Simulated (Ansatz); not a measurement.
Runs of Ansatz 0.2.0 on Te2Pt (Moncheite). The structure is trigonal, space group P-3m1 (No. 164). Conventional cell: a = 4.010 Å, b = 4.010 Å, c = 5.201 Å, α = 90.00°, β = 90.00°, γ = 120.00°. Pt (site symmetry -3m) has 6 Te at 2.66 Å as nearest neighbours. Around Te (site symmetry 3m) lie 3 Pt at 2.66 Å. 

| level | pressure (GPa) | relaxed volume (Å³/atom) |
| --- | --- | --- |
| RPBE+D4 | 0.0 | 23.48 |
| revPBE+D4 | 0.0 | 23.73 |
| PBEsol+D3(BJ) | 0.0 | 23.03 |
| RPBE+D3(BJ) | 0.0 | 19.64 |
| revPBE+D3(BJ) | 0.0 | (a) |
| PBEsol+D4 | 0.0 | 23.48 |

Alike in all rows: task relaxation of cell and atoms; potentials or basis Ansatz PAW; no spin polarisation; cell relaxed; k mesh 8 × 8 × 5; cutoff (eV) 420; smearing fermi-dirac 0.05 eV.

Problem. Fill in the values left out.

Solution. (a) 23.44.

Caveats: the plane-wave basis is chosen anew once the cell has moved, so the energies of steps on either side of that aren't comparable; the PAW data sets come from PBE, with cores solved anew for the run's functional, which leaves a small shift of forces and pressure; pairwise dispersion overbinds metals, which lowers pressure and volume (some runs); the volume moved by over 15 % at a fixed basis, so the end points are rough (some runs); the volume moved by -19 % from the deposited cell, more than functionals usually miss (some runs).
